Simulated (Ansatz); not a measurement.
# SnSe2 (database structure): how the settings move a single-point run

Aim: see which settings change the result for SnSe2 (database structure), by how much, and at what cost.

Computed with Ansatz 0.2.0 (reference: DFT PBE, plane waves, PAW, scalar-relativistic, no spin polarisation, unless a step's input says otherwise).

## Step 1: The starting structure

Symmetry: P-3m1, No. 164, trigonal system. The conventional cell has a = 3.811 Å, b = 3.811 Å, c = 6.136 Å, α = 90.00°, β = 90.00°, γ = 120.00°. Sn (site symmetry -3m) has 6 Se at 2.68 Å as nearest neighbours. Se (site symmetry 3m) has 3 Sn at 2.68 Å as nearest neighbours.

Structure file:

```cif
data_structure
_symmetry_space_group_name_H-M 'P-3m1'
_symmetry_Int_Tables_number 164
_cell_length_a 3.8110
_cell_length_b 3.8110
_cell_length_c 6.1360
_cell_angle_alpha 90.000
_cell_angle_beta 90.000
_cell_angle_gamma 120.000
_cell_volume 77.18
loop_
_atom_site_label
_atom_site_type_symbol
_atom_site_symmetry_multiplicity
_atom_site_Wyckoff_symbol
_atom_site_fract_x
_atom_site_fract_y
_atom_site_fract_z
_atom_site_occupancy
Sn1 Sn 1 a 0.00000 0.00000 0.00000 1
Se1 Se 2 d 0.66667 0.33333 0.24900 1
```

## Step 2: Baseline

File input.yaml:

```yaml
crystal:
  lattice:
    - [1.905499, 3.300419, 0.0]
    - [-1.905499, 3.300419, 0.0]
    - [0.0, 0.0, 6.135998]
  atoms:
    - { symbol: Sn, position: [0.0, 0.0, 0.0] }
    - { symbol: Se, position: [0.3333, 0.3334, 0.249] }
    - { symbol: Se, position: [0.6667, 0.6666, 0.751] }
  symmetry: { tolerance: 0.0003 }
kpoints:
  mp_grid: { grid: [5, 5, 3], shift: [0, 0, 0] }
magnetization:
  spin_polarized: false
scf:
  occupations: { method: cold, width: 0.2973 }
hamiltonian:
  pseudopotentials: { kind: paw }
  xc: pbe
basis:
  ecutwfc: 420
output:
  forces: true
  stress: true
  eigenvalues: true
```

Command:

```console
$ ansatz run input.yaml --threads 1 --pin off --max-ram 2560MiB --backend cpu --events-out ev --progress --plain --runs-dir out
```

The log of the run, cut to the lines that bear on the results:

```text
Warning: the atoms were moved onto the symmetric positions of the space group found under crystal.symmetry.tolerance 3.0e-4 (fractional; no operation is sought that the atoms, as they stand in a round, miss by more than twice it, and no atom is moved by as much as it), and the run uses [...]
Warning: RAYON_NUM_THREADS=1 ignored (pool sized by the plan → 1); use --threads N
[...]
Pseudopotentials: kind: paw
Pseudopotential: Sn, paw, valence charge 14, recommended cutoff 420 eV (normal), Sn.paw.azcp
Pseudopotential: Se, paw, valence charge 16, recommended cutoff 420 eV (normal), Se.paw.azcp
Functional definition: PBE
[...]
Crystal: 3 atoms, lattice volume = 77.178 Å³
Basis set: ecut = 420 eV, 1485 PW (Γ), exchange–correlation on 54×54×90 points (8 copies of the dense FFT grid, shifted against one another)
Bands: 28, of which v1, the nominal top of the filled ones, is band 23 counted from 1 (22 counted from 0)
Symmetry: 12 space group operations
Space group: P-3m1 (ITA 164), of the structure as read, at distance tolerance 1.3e-3 Å
k-points: 12 of 75
[...]
SCF iter   1: F=—  HF=-16963.063915 eV  |F-HF|=—  |Δ(HF+E_count)|=         —  Δρ=1.88e-3  dr2=4.13e-3  ethr=1.77e-3  ⟨swp⟩=5.7  Hψ=1384  notcnv=0
[...]
SCF iter  13: F=-16963.238339 eV  HF=-16963.238339 eV  |F-HF|=3.17e-8  |Δ(HF+E_count)|=   2.40e-7  S|Δr|=   8.89e-9  Δρ=5.10e-6  dr2=3.69e-8  ethr=1.00e-12  ⟨swp⟩=6.8  Hψ=1291  notcnv=0
[...]
SCF converged after 13 iterations
Stability not checked: this state was not tested for a lower state beside it, because cold or Methfessel-Paxton smearing, or corrected tetrahedra, fill the levels in a way that the test cannot read (fill_not_monotonic; see scf.lower_state_search)
Free energy (F): -16963.238339 eV
F+E_penalty+E_count: -16963.238340 eV  (lagrangian_ev)
[...]
E sigma→0 (E₀):  -16963.238339 eV
Fermi energy:    8.574285 eV
Smearing:        width narrowed from 0.2973 eV (input) to 0.1090 eV after iteration 8, whose occupations did not sum to the number of electrons (Fermi level in a gap)
Step filling:    the computed levels leave a gap of 0.8000 eV = 7.3 smearing widths at the electron count; against every level under it full and every level over it empty, smearing changes F+E_penalty+E_count by +9.20e-8 meV and its σ→0 estimate by -1.83e-6 meV
[...]
--- Forces (eV/Å), atoms counted from 1 ---
  atom   1  Sn     0.00000000    -0.00000000     0.00000000
  atom   2  Se     0.00000000    -0.00000000     0.74404573
  atom   3  Se    -0.00000000     0.00000000    -0.74404573
[...]
--- Stress (GPa, compression-positive) ---
        5.277695       0.000000       0.000000
       -0.000000       5.277695      -0.000000
        0.000000       0.000000       6.436595
  P = ⅓ Tr σ = 5.6640 GPa (56.640 kbar)
--- Band table (eV; the first three rows and the last of 12) ---
[...]
```

Wall time 1.6 s (1 thread of Intel Xeon 6975P-C (Granite Rapids), shared host); peak memory 0.38 GiB.

## Step 3: Changing settings: mixing.algorithm anderson, mixing.beta 0.5, mixing.ndim 8, n_extra_bands 2, lower_state_search light

Edit input.yaml of step 2 so:

```diff
@@ -16,2 +16,5 @@
   occupations: { method: cold, width: 0.2973 }
+  mixing: { algorithm: anderson, beta: 0.5, ndim: 8 }
+  n_extra_bands: 2
+  lower_state_search: light
 hamiltonian:
```

Command:

```console
$ ansatz run input.yaml --threads 1 --pin off --max-ram 2560MiB --backend cpu --events-out ev --progress --plain --runs-dir out
```

The log of the run, cut to the lines that bear on the results:

```text
Warning: the atoms were moved onto the symmetric positions of the space group found under crystal.symmetry.tolerance 3.0e-4 (fractional; no operation is sought that the atoms, as they stand in a round, miss by more than twice it, and no atom is moved by as much as it), and the run uses [...]
Warning: RAYON_NUM_THREADS=1 ignored (pool sized by the plan → 1); use --threads N
scf.n_extra_bands = 2 over 23 filled bands (N_el = 46.0): the run solves 25 bands
[...]
[... 4 set-up lines as earlier in the session ...]
[...]
Crystal: 3 atoms, lattice volume = 77.178 Å³
Basis set: ecut = 420 eV, 1485 PW (Γ), exchange–correlation on 54×54×90 points (8 copies of the dense FFT grid, shifted against one another)
Bands: 25, of which v1, the nominal top of the filled ones, is band 23 counted from 1 (22 counted from 0)
[... 1 set-up line as earlier in the session ...]
[...]
Free energy (F): -16963.238339 eV
F+E_penalty+E_count: -16963.238340 eV  (lagrangian_ev)
[...]
E sigma→0 (E₀):  -16963.238339 eV
Fermi energy:    8.574243 eV
Smearing:        width narrowed from 0.2973 eV (input) to 0.1090 eV after iteration 8, whose occupations did not sum to the number of electrons (Fermi level in a gap)
Step filling:    the computed levels leave a gap of 0.8000 eV = 7.3 smearing widths at the electron count; against every level under it full and every level over it empty, smearing changes F+E_penalty+E_count by +9.20e-8 meV and its σ→0 estimate by -1.83e-6 meV
[...]
--- Forces (eV/Å), atoms counted from 1 ---
  atom   1  Sn     0.00000000    -0.00000000     0.00000000
  atom   2  Se     0.00000000    -0.00000000     0.74403611
  atom   3  Se    -0.00000000     0.00000000    -0.74403611
[...]
--- Stress (GPa, compression-positive) ---
        5.277618       0.000000       0.000000
        0.000000       5.277618       0.000000
        0.000000       0.000000       6.436542
  P = ⅓ Tr σ = 5.6639 GPa (56.639 kbar)
--- Band table (eV; the first three rows and the last of 12) ---
[... band rows left out ...]
[...]
```

It took 1.6 s on 1 thread of Intel Xeon 6975P-C (Granite Rapids), shared host; peak memory 0.37 GiB.

The changed input (mixing, band count and search for lower states) leaves the energy the same to the digits printed.

## Step 4: Changing settings: preconditioner ldos, accuracy high

Edit input.yaml of step 2 so:

```diff
@@ -16,2 +16,3 @@
   occupations: { method: cold, width: 0.2973 }
+  mixing: { preconditioner: ldos }
 hamiltonian:
@@ -25 +26,2 @@
   eigenvalues: true
+accuracy: high
```

Command:

```console
$ ansatz run input.yaml --threads 1 --pin off --max-ram 2560MiB --backend cpu --events-out ev --progress --plain --runs-dir out
```

The log of the run, cut to the lines that bear on the results:

```text
Warning: the atoms were moved onto the symmetric positions of the space group found under crystal.symmetry.tolerance 3.0e-4 (fractional; no operation is sought that the atoms, as they stand in a round, miss by more than twice it, and no atom is moved by as much as it), and the run uses [...]
Warning: RAYON_NUM_THREADS=1 ignored (pool sized by the plan → 1); use --threads N
[...]
[... 4 set-up lines as earlier in the session ...]
[...]
Crystal: 3 atoms, lattice volume = 77.178 Å³
Basis set: ecut = 420 eV, 1485 PW (Γ), exchange–correlation on 60×60×96 points (8 copies of the dense FFT grid, shifted against one another)
Bands: 28, of which v1, the nominal top of the filled ones, is band 23 counted from 1 (22 counted from 0)
[... 2 set-up lines as earlier in the session ...]
k-points: 12 of 75
[...]
Free energy (F): -16963.238339 eV
F+E_penalty+E_count: -16963.238340 eV  (lagrangian_ev)
[...]
E sigma→0 (E₀):  -16963.238339 eV
Fermi energy:    8.574238 eV
Smearing:        width narrowed from 0.2973 eV (input) to 0.1090 eV after iteration 7, whose occupations did not sum to the number of electrons (Fermi level in a gap)
Step filling:    the computed levels leave a gap of 0.8001 eV = 7.3 smearing widths at the electron count; against every level under it full and every level over it empty, smearing changes F+E_penalty+E_count by +9.19e-8 meV and its σ→0 estimate by -1.83e-6 meV
[...]
--- Forces (eV/Å), atoms counted from 1 ---
  atom   1  Sn    -0.00000000    -0.00000000     0.00000000
  atom   2  Se     0.00000000    -0.00000000     0.74400296
  atom   3  Se    -0.00000000     0.00000000    -0.74400296
[...]
--- Stress (GPa, compression-positive) ---
        5.277758      -0.000000       0.000000
       -0.000000       5.277758       0.000000
        0.000000       0.000000       6.436772
  P = ⅓ Tr σ = 5.6641 GPa (56.641 kbar)
--- Band table (eV; the first three rows and the last of 12) ---
[...]
```

It took 1.8 s on 1 thread of Intel Xeon 6975P-C (Granite Rapids), shared host; peak memory 0.39 GiB.

The changed input (mixing and accuracy level) leaves the energy the same to the digits printed.

## Step 5: Variant: mixing.algorithm anderson, mixing.beta 0.7, mixing.ndim 16, lower_state_search full, pseudopotentials.source jth

Edit input.yaml of step 2 so:

```diff
@@ -16,4 +16,6 @@
   occupations: { method: cold, width: 0.2973 }
+  mixing: { algorithm: anderson, beta: 0.7, ndim: 16 }
+  lower_state_search: full
 hamiltonian:
-  pseudopotentials: { kind: paw }
+  pseudopotentials: { kind: paw, source: jth }
   xc: pbe
@@ -25 +27,5 @@
   eigenvalues: true
+  write_density: true
+  write_potential: true
+  elf: true
+  volumetric_format: npy
```

Command:

```console
$ ansatz run input.yaml --threads 1 --pin off --max-ram 2560MiB --backend cpu --events-out ev --progress --plain --runs-dir out
```

The log of the run, cut to the lines that bear on the results:

```text
Warning: the atoms were moved onto the symmetric positions of the space group found under crystal.symmetry.tolerance 3.0e-4 (fractional; no operation is sought that the atoms, as they stand in a round, miss by more than twice it, and no atom is moved by as much as it), and the run uses [...]
Warning: basis.ecutwfc = 420 eV is below the records' recommended 6600 eV, and the density's cutoff is lower with it unless basis.ecutrho_ratio is high enough to keep the records' density cutoff: compare with a run at a higher cutoff
Warning: <dir> the checks of this Sn dataset prove no rule for summing its radial tables, as where they were carried onto another mesh than they were made on, and Gregory's rule is taken, under which a leading mesh point left out moves its sums only by what lay on the interval it spanned. [...]
Warning: <dir> the checks of this Se dataset prove no rule for summing its radial tables, as where they were carried onto another mesh than they were made on, and Gregory's rule is taken, under which a leading mesh point left out moves its sums only by what lay on the interval it spanned. [...]
Warning: RAYON_NUM_THREADS=1 ignored (pool sized by the plan → 1); use --threads N
the run goes by scf.lower_state_search full: where its kind and settings allow, a search for a lower-energy state can add stability tests and further SCF calculations, which can take many times as long as the SCF (see the manual's entry of the key); standard usually adds fewer, off none
[...]
[... 1 set-up line as earlier in the session ...]
[...]
nothing was settled outside the run's symmetry: nothing can read such an SCF under this deck's method. The result stands under that symmetry, and whether a lower state lies outside it is not known beyond what `following` tells
WARN: this state was not checked for a lower one beside it: the run's test of it (scf.lower_state_search) did not read this close as a whole: no probe does on that ground (fill_not_monotonic)
SCF converged after 13 iterations
Free energy (F): -11166.907704 eV
F+E_penalty+E_count: -11166.907704 eV  (lagrangian_ev)
[...]
E sigma→0 (E₀):  -11166.907704 eV
Fermi energy:    6.912780 eV
Smearing:        width narrowed from 0.2973 eV (input) to 0.1080 eV after iteration 8, whose occupations did not sum to the number of electrons (Fermi level in a gap)
Step filling:    the computed levels leave a gap of 0.7953 eV = 7.4 smearing widths at the electron count; against every level under it full and every level over it empty, smearing changes F+E_penalty+E_count by +8.18e-8 meV and its σ→0 estimate by -1.66e-6 meV
[...]
--- Forces (eV/Å), atoms counted from 1 ---
  atom   1  Sn     0.00000000    -0.00000000     0.00000000
  atom   2  Se     0.00000000    -0.00000000     0.74840858
  atom   3  Se    -0.00000000     0.00000000    -0.74840858
[...]
--- Stress (GPa, compression-positive) ---
        5.271203       0.000000       0.000000
        0.000000       5.271203       0.000000
        0.000000       0.000000       6.434767
  P = ⅓ Tr σ = 5.6591 GPa (56.591 kbar)
--- Band table (eV; the first three rows and the last of 12) ---
  k-point 0: bands = ["-14.7896", "-14.7896", "-14.7587", "-14.7413", "-14.7413", "-7.5314", "-5.7548", "0.3952", "5.7640", "5.7640", "6.0820", "6.0820", "6.4552", "7.5554", "9.4126", "11.1176", "11.1176"]
[...]
```

Wall time 1.1 s (1 thread of Intel Xeon 6975P-C (Granite Rapids), shared host); peak memory 0.34 GiB.

A change of potentials puts the total energy on another scale; pressure, gap, moments and forces, where computed, barely move. The cutoff is far under what these potentials recommend, so these values carry a basis error that can be large.

[end of part 1 of 2]
